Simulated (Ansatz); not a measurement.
HCOOH on the (101) surface of TiO2, space group I4_1/amd (No. 141) (top face towards +c; held atoms: 1, 2, 3, 4, 5, 6, 7, 8, 9, 10, 11, 12), one molecule per 39.0 Å². Starting structure (heteroatom down, lowest atom H over a top O site; the molecule's atoms stand last):

```xyz
29
Lattice="7.5747 0.0000 0.0000 -1.8937 5.1467 0.0000 0.0000 0.0000 26.4029" Properties=species:S:1:pos:R:3 pbc="T T T"
O     0.0000    3.2456    8.0000
O     3.7874    3.2456    8.0000
Ti    0.0000    1.3935    8.7329
Ti    3.7874    1.3935    8.7329
O     1.8937    1.0207    8.8804
O     5.6811    1.0207    8.8804
O     1.8937    4.6881    9.4658
O     5.6811    4.6881    9.4658
Ti    0.0000    4.3153    9.6133
Ti    3.7874    4.3153    9.6133
O     0.0000    2.4632   10.3462
O     3.7874    2.4632   10.3462
O     0.0002    4.6561   11.5446
O     3.7876    4.6561   11.5446
Ti   -0.0001    2.7643   12.4287
Ti    3.7873    2.7643   12.4287
O     1.8937    2.3827   12.4472
O     5.6810    2.3827   12.4472
O     3.7874    0.9471   13.2779
O     0.0000    0.9471   13.2779
Ti    1.8938    0.4102   13.0762
Ti    5.6812    0.4102   13.0762
O    -0.0002    3.9302   13.8939
O     3.7872    3.9302   13.8939
O     2.8305    3.9876   16.7023
C     2.5440    4.0047   18.0626
O     3.4742    3.9489   18.9089
H     3.7872    3.9302   16.3739
H     1.5167    4.0664   18.3950
```

Level of theory: Ansatz 0.2.0, DFT PBE+D3(BJ), scalar-relativistic, plane waves, PAW. Plane waves to 420 eV, a k mesh through Γ of 2×3×1 on the computed 29-atom cell and Gaussian smearing (0.05 eV); no spin polarisation. The cell repeats along c with a dipole correction in the vacuum.

E_ads is per molecule, from the clean relaxed slab and the free relaxed molecule; negative means bound; no zero-point or thermal terms, forces under 0.04 eV/Å, and the free molecule is spin-polarised where open-shell. Heights count from the highest slab atom.

**Question.** How strongly does it adsorb?

**Answer.** -1.17 eV.

**Question.** Does the molecule survive, and how close does it come to the surface?

**Answer.** It stays whole. Its lowest atom lies 1.19 Å over the highest slab atom; shortest contacts H–O 1.47 Å, O–Ti 2.16 Å.

**Question.** How does the dipole along +c change?

**Answer.** The dipole changes by +0.166 e·Å a cell.

Each end is the local minimum that its start leads to.